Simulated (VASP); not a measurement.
Ni, 1 atom in the cell. The structure is cubic, space group Fm-3m (No. 225). Conventional cell: a = 3.524 Å, b = 3.524 Å, c = 3.524 Å, α = 90.00°, β = 90.00°, γ = 90.00°. Around Ni (site symmetry m-3m) lie 12 Ni at 2.49 Å. 

| Quantity | Value |
| --- | --- |
| Program | VASP 6.6.1 |
| Task | relaxation of cell and atoms |
| Functional | LDA |
| Potentials or basis | VASP PAW LDA potentials, release 64 (Ni) |
| Cutoff | 600 eV |
| k mesh | 18 × 18 × 18 |
| Occupations | methfessel-paxton, width 0.1 eV |
| Spin | collinear spin, ferromagnetic start |
| Starting moments | [2.0] μB |
| Further INCAR settings | ALGO = Normal; EDIFF = 1e-06; AMIX = 0.2; BMIX = 0.0001; IBRION = 2; EDIFFG = -0.01; NSW = 90; ISIF = 3 |

Potentials or basis: VASP PAW LDA potentials, release 64 (Ni).

Launch:

```sh
$ cat potpaw_LDA.64/Ni/POTCAR > POTCAR
$ mpirun -np 1 vasp_std > vasp.out
```

Hardware: 1 thread of Intel(R) Xeon(R) Platinum 8488C (Sapphire Rapids), with other jobs on the host.

Task: Estimate the wall time of this run.

Result: Run time: 81 s on 1 thread of Intel(R) Xeon(R) Platinum 8488C (Sapphire Rapids) (shared host), peak memory 0.16 GiB. Counts: scf iterations 40, k points 195, ion steps 4.
